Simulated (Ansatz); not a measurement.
BeO (wurtzite)

```xyz
8
Lattice="5.4236 0.0000 0.0000 -1.3559 2.3485 0.0000 0.0000 0.0000 4.4046" Properties=species:S:1:pos:R:3 pbc="T T T"
Be     1.3559     0.7828     0.0066
Be     4.0677     0.7828     0.0066
Be     0.0000     1.5657     2.2088
Be     2.7118     1.5657     2.2088
O      1.3559     0.7828     2.7472
O      4.0677     0.7828     2.7472
O      0.0000     1.5657     0.5449
O      2.7118     1.5657     0.5449
```

A phonon eigenvector at M = (0.5, 0.0, 0.0) is frozen into this cell: atom i moves by Q times the vector below, so Q is the largest atomic displacement, in Å. The cell is held. (q is in reciprocal vectors of the primitive cell; the cell shown is doubled to hold the pattern.)

```csv
atom,x,y,z
Be1,-0.524,-0.302,-0.797
Be2,0.524,0.302,0.797
Be3,-0.524,-0.302,0.797
Be4,0.524,0.302,-0.797
O5,-0.457,-0.264,0.415
O6,0.457,0.264,-0.415
O7,-0.457,-0.264,-0.415
O8,0.457,0.264,0.415
```

Method: PBE (plane waves to 420 eV, PAW, scalar-relativistic; Ansatz, a quantum-chemistry and plane-wave program). k mesh 7×14×8 (Γ-centred), Fermi-Dirac smearing 0.05 eV. The energy includes the smearing's −TS. BeO was relaxed with its symmetry unable to fall. The zero of ΔE is the undisplaced structure.

```json
[
 {"Q (Å)": "-0.180", "ΔE (meV/cell)": "2022"},
 {"Q (Å)": "-0.150", "ΔE (meV/cell)": "1349"},
 {"Q (Å)": "-0.120", "ΔE (meV/cell)": "835"},
 {"Q (Å)": "-0.090", "ΔE (meV/cell)": "458"},
 {"Q (Å)": "-0.060", "ΔE (meV/cell)": "withheld"},
 {"Q (Å)": "-0.030", "ΔE (meV/cell)": "49"},
 {"Q (Å)": "0.000", "ΔE (meV/cell)": "0"},
 {"Q (Å)": "0.030", "ΔE (meV/cell)": "49"},
 {"Q (Å)": "0.060", "ΔE (meV/cell)": "withheld"},
 {"Q (Å)": "0.090", "ΔE (meV/cell)": "458"},
 {"Q (Å)": "0.120", "ΔE (meV/cell)": "835"},
 {"Q (Å)": "0.150", "ΔE (meV/cell)": "1349"},
 {"Q (Å)": "0.180", "ΔE (meV/cell)": "2022"}
]
```

**Question.** Fit an even polynomial form (powers 2, 4) to the given rows and predict ΔE at Q = 0.060.

**Answer.** Least squares on the 11 given rows: ΔE = (54470)·Q² + (244800)·Q⁴, in meV/cell with Q in Å; root-mean-square residual 0.4 meV/cell. At 0.060 the fit gives 199 meV/cell; the calculation gives 200 meV/cell, so the interpolation is off by -1 (-0.5 %). The quadratic term alone would give 196 meV/cell.

(For displaced atoms, the force is minus the slope of the energy, and its curvature is a force constant, which sets phonon frequencies.)
